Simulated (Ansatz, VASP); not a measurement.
ScAl3: VASP beside Ansatz

```xyz
4
Lattice="4.1059 0.0000 0.0000 0.0000 4.1059 0.0000 0.0000 0.0000 4.1059" Properties=species:S:1:pos:R:3 pbc="T T T"
Sc    0.0000    0.0000    0.0000
Al    2.0530    0.0000    2.0530
Al    0.0000    2.0530    2.0530
Al    2.0530    2.0530    0.0000
```

The cell is a database's computed one.

Alike in both runs: task single point; functional PBE; k mesh 12 × 12 × 12; occupations gaussian, width 0.1 eV; no spin polarisation.

|  | VASP | Ansatz |
| --- | --- | --- |
| version | VASP 6.6.1 | Ansatz 0.2.0 |
| potentials or method | VASP PAW PBE potentials, release 64 (Sc_sv, Al) | scalar-relativistic, plane waves, PAW |
| plane-wave cutoff (eV) | 520 | 420 |
| valence electrons in the cell | 20 | 20 |

```tsv
	VASP	Ansatz	Ansatz less VASP
gap on the k mesh at the Fermi level (eV)	none	none	-
pressure (GPa)	0.0	0.0	-0.01
```

A gap of «none» marks a metal or a gap that the smearing closes.
